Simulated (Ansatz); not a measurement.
**Ni (omega (AlB2-type)): energy against volume**

The calculation used DFT, RPBE, plane waves (420 eV) with PAW, scalar-relativistic in Ansatz 0.2.0. The PAW files were generated under PBE, with cores re-solved for the functional.

The cell is scaled uniformly from the relaxed one, with fractional coordinates and shape fixed. Energies are extrapolated to zero smearing, pressures are those at the given smearing. Magnetic state: spin not included. It is not the lowest magnetic state of this structure.

A Birch-Murnaghan fit gives V₀ = 11.35 Å³/atom, B₀ = 175 GPa, B₀′ = 4.9.

(1) What are the energy above the minimum and the pressure at 10.023 Å³/atom?

(2) What are the energy above the minimum and the pressure at 11.846 Å³/atom?

(3) What are the energy above the minimum and the pressure at 12.302 Å³/atom?

Answers

(1) 108.7 meV/atom and 30.22 GPa as computed.

(2) 10.9 meV/atom and -6.20 GPa as computed.

(3) 37.2 meV/atom and -11.05 GPa as computed.
